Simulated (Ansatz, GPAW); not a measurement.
## A script for PbO (PBE in single-zeta orbitals)

These are simulated results from GPAW 26.7.0, not measurements. The cell was built from a prototype and was relaxed with r2SCAN in plane waves (Ansatz 0.2.0). Not every such cell is a known phase. All runs are without spin polarisation.

Space group Pm-3m (No. 221), cubic; a = 3.179 Å in the conventional setting, 16.07 Å³ an atom. Around Pb lie 8 O at 2.75 Å; around O lie 8 Pb at 2.75 Å.

The basis is minimal: single zeta, one radial function for each shell that the log's basis lists. It describes the filled bands fairly and the empty ones poorly.

The script, run.py:

```python
import json
from ase import Atoms
from gpaw import GPAW, PW, FermiDirac

atoms = Atoms(['Pb', 'O'],
              cell=[[3.17937165, 0.0, 0.0], [0.0, 3.17937165, 0.0], [0.0, 0.0, 3.17937165]],
              scaled_positions=[[0.0, 0.0, 0.0], [0.5, 0.5, 0.5]],
              pbc=True)
calc = GPAW(mode='lcao', basis='sz(dzp)', h=0.2, xc='PBE', kpts={'size': (6, 6, 6), 'gamma': True},
            occupations=FermiDirac(0.02), maxiter=100, legacy_gpaw=True, txt='gpaw.txt')
atoms.calc = calc
res = {'energy': atoms.get_potential_energy(force_consistent=True)}
res['electrons'] = calc.get_number_of_electrons()
res['k'] = calc.get_ibz_k_points().tolist()
res['levels'] = [calc.get_eigenvalues(kpt=i).tolist() for i in range(len(res['k']))]
points = [[0.0, 0.0, 0.0], [0.0, 0.5, 0.0], [0.5, 0.5, 0.0], [0.5, 0.5, 0.5], [0.05, 0.5, 0.05]]
bands = calc.fixed_density(kpts=points, symmetry='off', txt='bands.txt')
res['points'] = [bands.get_eigenvalues(kpt=i).tolist() for i in range(len(points))]
json.dump(res, open('results.json', 'w'))
print('free energy (eV):', round(res['energy'], 5))
```

Command: `python run.py`. It took 6.1 s on 1 thread of Arm Neoverse V2, with other jobs on the host, peak memory 0.14 GiB.

The log gpaw.txt, trimmed of paths, versions and times, then the last line on the terminal. An iter line gives the energy in eV and the logarithms of the changes of orbitals (plane waves alone) and density (c: converged):

```
___ ___ ___ _ _ _
 |   |   |_  | | | |

 | | | | | . | | | |

 |__ |  _|___|_____|  26.7.0
 |___|_|

Input parameters:
  basis: sz(dzp)
  h: 0.2
  kpts: {gamma: True,
         size: (6, 6, 6)}
  maxiter: 100
  mode: lcao
  occupations: {fixmagmom: False,
                name: fermi-dirac,
                width: 0.02}
  xc: PBE

System changes: positions, numbers, cell, pbc, initial_charges, initial_magmoms

Initialize ...

species:
  Pb:
    name:    Lead
    Z:       82.0
    valence: 14
    core:    68
    charge:  0.0  # [|e|]
    compensation charges:
      type: gauss
      rc: 0.38  # [Å]
      lmax: 2
    cutoffs:
      filter: 2.36  # [Å]
      core: 2.43  # [Å]
    projectors
    | kind |    occ | energy [eV] | rcut [Å] |

    |------|--------|-------------|----------|

    |   6s |  2.000 |     -11.969 |    1.259 |

    |   6p |  2.000 |      -3.506 |    1.275 |

    |   5d | 10.000 |     -21.211 |    1.217 |

    |    s |        |      15.243 |    1.259 |

    |    p |        |      23.705 |    1.275 |

    |    d |        |       6.001 |    1.217 |

    LCAO basis set for Pb:
      Name: sz(dzp)
      Number of radial functions: 3
      Number of spherical harmonics: 9
        l=0, rc=6.8438 Bohr: 6s-sz confined orbital
        l=1, rc=9.8125 Bohr: 6p-sz confined orbital
        l=2, rc=4.5156 Bohr: 5d-sz confined orbital
      Number of RI-basis functions 0

  O:
    name:    Oxygen
    Z:       8.0
    valence: 6
    core:    2
    charge:  0.0  # [|e|]
    compensation charges:
      type: gauss
      rc: 0.21  # [Å]
      lmax: 2
    cutoffs:
      filter: 1.17  # [Å]
      core: 0.83  # [Å]
    projectors
    | kind |    occ | energy [eV] | rcut [Å] |

    |------|--------|-------------|----------|

    |   2s |  2.000 |     -23.961 |    0.688 |

    |   2p |  4.000 |      -9.029 |    0.598 |

    |    s |        |       3.251 |    0.688 |

    |    p |        |      18.182 |    0.598 |

    |    d |        |       0.000 |    0.619 |

    LCAO basis set for O:
      Name: sz(dzp)
      Number of radial functions: 2
      Number of spherical harmonics: 4
        l=0, rc=4.3438 Bohr: 2s-sz confined orbital
        l=1, rc=5.3906 Bohr: 2p-sz confined orbital
      Number of RI-basis functions 0

Reference energy: -569315.315665  # eV

Spin-paired calculation

Convergence criteria:
 Maximum [total energy] change in last 3 cyles: 0.0005 eV / valence electron
 Maximum integral of absolute [dens]ity change: 0.0001 electrons / valence electron
 Maximum integral of absolute [eigenst]ate change: 4e-08 eV^2 / valence electron
 Maximum number of scf [iter]ations: 100
 (Square brackets indicate name in SCF output, whereas a 'c' in
 the SCF output indicates the quantity has converged.)

Symmetries present (total): 48

  ( 1  0  0)  ( 1  0  0)  ( 1  0  0)  ( 1  0  0)  ( 1  0  0)  ( 1  0  0)
  ( 0  1  0)  ( 0  1  0)  ( 0  0  1)  ( 0  0  1)  ( 0  0 -1)  ( 0  0 -1)
  ( 0  0  1)  ( 0  0 -1)  ( 0  1  0)  ( 0 -1  0)  ( 0  1  0)  ( 0 -1  0)

  ( 1  0  0)  ( 1  0  0)  ( 0  1  0)  ( 0  1  0)  ( 0  1  0)  ( 0  1  0)
  ( 0 -1  0)  ( 0 -1  0)  ( 1  0  0)  ( 1  0  0)  ( 0  0  1)  ( 0  0  1)
  ( 0  0  1)  ( 0  0 -1)  ( 0  0  1)  ( 0  0 -1)  ( 1  0  0)  (-1  0  0)
[... 2 lines left out ...]
  ( 0  0 -1)  ( 0  0 -1)  (-1  0  0)  (-1  0  0)  ( 1  0  0)  ( 1  0  0)
  ( 1  0  0)  (-1  0  0)  ( 0  0  1)  ( 0  0 -1)  ( 0  1  0)  ( 0 -1  0)

  ( 0  0  1)  ( 0  0  1)  ( 0  0  1)  ( 0  0  1)  ( 0  0  1)  ( 0  0  1)
  ( 0  1  0)  ( 0  1  0)  ( 0 -1  0)  ( 0 -1  0)  (-1  0  0)  (-1  0  0)
  ( 1  0  0)  (-1  0  0)  ( 1  0  0)  (-1  0  0)  ( 0  1  0)  ( 0 -1  0)

  ( 0  0 -1)  ( 0  0 -1)  ( 0  0 -1)  ( 0  0 -1)  ( 0  0 -1)  ( 0  0 -1)
  ( 1  0  0)  ( 1  0  0)  ( 0  1  0)  ( 0  1  0)  ( 0 -1  0)  ( 0 -1  0)
  ( 0  1  0)  ( 0 -1  0)  ( 1  0  0)  (-1  0  0)  ( 1  0  0)  (-1  0  0)

  ( 0  0 -1)  ( 0  0 -1)  ( 0 -1  0)  ( 0 -1  0)  ( 0 -1  0)  ( 0 -1  0)
  (-1  0  0)  (-1  0  0)  ( 1  0  0)  ( 1  0  0)  ( 0  0  1)  ( 0  0  1)
  ( 0  1  0)  ( 0 -1  0)  ( 0  0  1)  ( 0  0 -1)  ( 1  0  0)  (-1  0  0)

  ( 0 -1  0)  ( 0 -1  0)  ( 0 -1  0)  ( 0 -1  0)  (-1  0  0)  (-1  0  0)
  ( 0  0 -1)  ( 0  0 -1)  (-1  0  0)  (-1  0  0)  ( 0  1  0)  ( 0  1  0)
  ( 1  0  0)  (-1  0  0)  ( 0  0  1)  ( 0  0 -1)  ( 0  0  1)  ( 0  0 -1)

  (-1  0  0)  (-1  0  0)  (-1  0  0)  (-1  0  0)  (-1  0  0)  (-1  0  0)
  ( 0  0  1)  ( 0  0  1)  ( 0  0 -1)  ( 0  0 -1)  ( 0 -1  0)  ( 0 -1  0)
  ( 0  1  0)  ( 0 -1  0)  ( 0  1  0)  ( 0 -1  0)  ( 0  0  1)  ( 0  0 -1)

216 k-points: 6 x 6 x 6 Monkhorst-Pack grid + [1/12,1/12,1/12]
20 k-points in the irreducible part of the Brillouin zone
       k-points in crystal coordinates                weights
   0:     0.00000000    0.00000000    0.00000000          1/216
   1:     0.16666667    0.00000000    0.00000000          6/216
   2:     0.16666667    0.16666667    0.00000000         12/216
   3:     0.16666667    0.16666667    0.16666667          8/216
   4:     0.33333333    0.00000000    0.00000000          6/216
   5:     0.33333333    0.16666667    0.00000000         24/216
   6:     0.33333333    0.16666667    0.16666667         24/216
   7:     0.33333333    0.33333333    0.00000000         12/216
   8:     0.33333333    0.33333333    0.16666667         24/216
   9:     0.33333333    0.33333333    0.33333333          8/216
          ...
  19:     0.50000000    0.50000000    0.50000000          1/216

Wave functions: LCAO
  Diagonalizer: Serial LAPACK
  Atomic Correction: dense with blas
  Data-type: complex

Occupation numbers: Fermi-Dirac:
  width: 0.0200  # eV

Eigensolver
   LCAO using direct dense diagonalizer

Densities:
  Coarse grid: 16*16*16 grid
  Fine grid: 32*32*32 grid
  Total Charge: 0.000000

Density mixing:
  Method: separate
  Backend: msr1
  Linear mixing parameter: 0.05
  old densities: 10
  Width of damping distribution: 1.1
  Damping of long wavelength oscillations: 20

Hamiltonian:
  XC and Coulomb potentials evaluated on a 32*32*32 grid
  Using the PBE Exchange-Correlation functional
  Interpolation: tri-quintic (5. degree polynomial)
  Poisson solver: FastPoissonSolver using
    Stencil: 6*3+1=19 point O(h^6) finite-difference Laplacian
    FFT axes: [np.int64(0), np.int64(1), np.int64(2)]
    FST axes: []

XC parameters: PBE with 2 nearest neighbor stencil

Memory estimate:
  Process memory now: 112.23 MiB
  Calculator: 10.82 MiB
    Density: 7.13 MiB
      Arrays: 0.81 MiB
      Localized functions: 5.69 MiB
      Mixer: 0.62 MiB
    Hamiltonian: 1.01 MiB
      Arrays: 0.53 MiB
      XC: 0.00 MiB
      Poisson: 0.00 MiB
      vbar: 0.48 MiB
    Wavefunctions: 2.68 MiB
      C [qnM]: 0.05 MiB
      S, T [2 x qmm]: 0.10 MiB
      P [aqMi]: 0.01 MiB
      BasisFunctions: 2.52 MiB
      Eigensolver: 0.00 MiB

Total number of cores used: 1

Number of atoms: 2
Number of atomic orbitals: 13
Number of bands in calculation: 13
Number of valence electrons: 20
Bands to converge: occupied

... initialized

Initializing position-dependent things.

Density initialized from atomic densities
   .-------.
  /|       |

 * |       |

 | |  O    |

 | .-------.
 |/       /
 Pb------*
Positions:
   0 Pb     0.000000    0.000000    0.000000    ( 0.0000,  0.0000,  0.0000)
   1 O      1.589686    1.589686    1.589686    ( 0.0000,  0.0000,  0.0000)

Unit cell:
           periodic     x           y           z      points  spacing
  1. axis:    yes    3.179372    0.000000    0.000000    16     0.1987
  2. axis:    yes    0.000000    3.179372    0.000000    16     0.1987
  3. axis:    yes    0.000000    0.000000    3.179372    16     0.1987

  Lengths:   3.179372   3.179372   3.179372
  Angles:   90.000000  90.000000  90.000000

Effective grid spacing dv^(1/3) = 0.1987

iter:   1    -9.710025        c
iter:   2    -9.073761        c -1.02
iter:   3    -7.712434        c -1.08
iter:   4    -7.628964        c -1.73
iter:   5    -7.657327        c -2.10
iter:   6    -7.624645        c -2.03
iter:   7    -7.624225        c -2.77
iter:   8    -7.624291c       c -3.37
iter:   9    -7.624234c       c -3.66
iter:  10    -7.624261c       c -3.67
iter:  11    -7.624256c       c -4.50c

Converged after 11 iterations.

Energy contributions relative to reference atoms: (reference = -569315.315665)

Kinetic:        +63.949709
Potential:      -57.517488
External:        +0.000000
XC:             -14.468198
Entropy (-ST):   -0.001375
Local:           +0.412409
SIC:             +0.000000
--------------------------
Free energy:     -7.624943
Extrapolated:    -7.624256

Showing only first 2 kpts
 Kpt  Band  Eigenvalues  Occupancy
  0     8      6.96994    2.00000
  0     9      6.96994    2.00000
  0    10     17.11053    0.00000
  0    11     17.11053    0.00000

  1     8      7.20655    2.00000
  1     9      7.20655    2.00000
  1    10     14.46345    0.00000
  1    11     17.01536    0.00000

Fermi level: 8.82191

Gap: 0.059 eV
Transition (v -> c):
  (s=0, k=5, n=9, [0.33, 0.17, 0.00]) -> (s=0, k=19, n=10, [0.50, 0.50, 0.50])
Direct/indirect transitions are different
Direct gap: 1.104 eV
Transition at: (s=0, k=10, n=9, [0.50, 0.00, 0.00])

free energy (eV): -7.62494
```

The gap in the log is over the mesh alone; results.json adds the listed points. PBE in single-zeta orbitals gives no gap (an overlap of 0.25 eV at the points read). On the same cell, plane-wave PBE (Ansatz, 8×8×8 k points and the special points) gives a gap of 0.03 eV and r2SCAN a gap of 0.12 eV; on shared hosts these took about 1.2 and 2.7 core-seconds on the 2-atom cell, against 6.1 for the script. Spin-orbit coupling, left out in all these runs, can cut or reorder the gap by tenths of an eV, up to about 1 eV with Pb or Bi.

Spin-orbit coupling is left out; in compounds of Pb, Bi, Tl or Hg it can lower a gap by up to about 1 eV, split its edges or invert the bands.
